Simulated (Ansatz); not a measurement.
One crystal and one scan (scan of one atom of the cell) at two levels, PBE (plane waves to 420 eV, PAW, scalar-relativistic; Ansatz, a quantum-chemistry and plane-wave program) and PBEsol (plane waves to 420 eV, PAW, scalar-relativistic; Ansatz), each from its own relaxed cell and on its own mesh. The cell shown is that of PBE.

InN (zinc blende)

```xyz
2
Lattice="0.0000 2.5245 2.5245 2.5245 0.0000 2.5245 2.5245 2.5245 0.0000" Properties=species:S:1:pos:R:3 pbc="T T T"
N      3.7867     3.7867     3.7867
In     0.0000     0.0000     0.0000
```

In each cell atom 2 (In, nearest neighbour N at 2.186 Å; its periodic images, 3.6 Å or more away, move with it) moves by s·(0.000, 0.000, 1.000) (along Cartesian z), the rest being held.

E stands for the smeared free energy. InN was relaxed with its symmetry unable to fall. With partly filled bands, energies and forces of such displacements shift with the k mesh and the smearing. Percentages come from the unrounded values.

Results of PBE:

| Quantity | Value |
|---|---|
| Lattice constant a (Å) | 5.049 |
| Force constant k = d²E/ds² at s = 0 (finite differences) (eV/Å²) | 8.60 |
| Zone-centre optical wavenumber from k (cm⁻¹) | 433 |
| Shape of the curve | a single well with its minimum at or next to zero displacement |

Question: Estimate the PBEsol values.

Answer: 
```json
[
 {"quantity": "Lattice constant a (Å)", "PBEsol": "4.987", "PBE − PBEsol": "+0.062 (+1.3 %)"},
 {"quantity": "Force constant k = d²E/ds² at s = 0 (finite differences) (eV/Å²)", "PBEsol": "9.42", "PBE − PBEsol": "-0.82 (-8.7 %)"},
 {"quantity": "Zone-centre optical wavenumber from k (cm⁻¹)", "PBEsol": "453", "PBE − PBEsol": "-20 (-4.5 %)"}
]
```

PBE gives the higher value for: lattice constant a. PBE gives the lower value for: force constant k = d²E/ds² at s = 0; zone-centre optical wavenumber from k. (PBE) At this level the bands of InN touch or barely overlap; measurements give the solid a gap. (PBEsol) At this level the bands of InN touch or barely overlap; measurements give the solid a gap. Both give the same shape of the curve: a single well with its minimum at or next to zero displacement.

(For displaced atoms, the force is minus the slope of the energy, and its curvature is a force constant, which sets phonon frequencies.)
